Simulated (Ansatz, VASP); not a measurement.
## Two plane-wave programs on BN

```
CELL_PARAMETERS angstrom
0.00000 1.81235 1.81235
1.81235 0.00000 1.81235
1.81235 1.81235 0.00000
ATOMIC_POSITIONS crystal
B 0.00000 0.00000 0.00000
N 0.75000 0.75000 0.75000
```

The cell is a database's computed one.

Alike in both runs: task single point; functional PBE; k mesh 12 × 12 × 12; occupations gaussian, width 0.02 eV; no spin polarisation.

```csv
,VASP,Ansatz
version,VASP 6.6.1,Ansatz 0.2.0
potentials or method,"VASP PAW PBE potentials, release 64 (B, N)","scalar-relativistic, plane waves, PAW"
plane-wave cutoff (eV),520,420
valence electrons in the cell,8,8
```

VASP gave:

| Property | Result |
| --- | --- |
| gap on the k mesh at the Fermi level (eV) | 4.45 |
| least direct gap on the mesh (eV) | 8.78 |

Q: What did Ansatz give for the same quantities?

A: gap on the k mesh at the Fermi level (eV): 4.46; least direct gap on the mesh (eV): 8.79.

With one functional, cell and mesh, what is left measures potentials, basis and numerics.

A k mesh can miss the band edges. A hybrid or GW would open this gap; PBE tends to underestimate it.
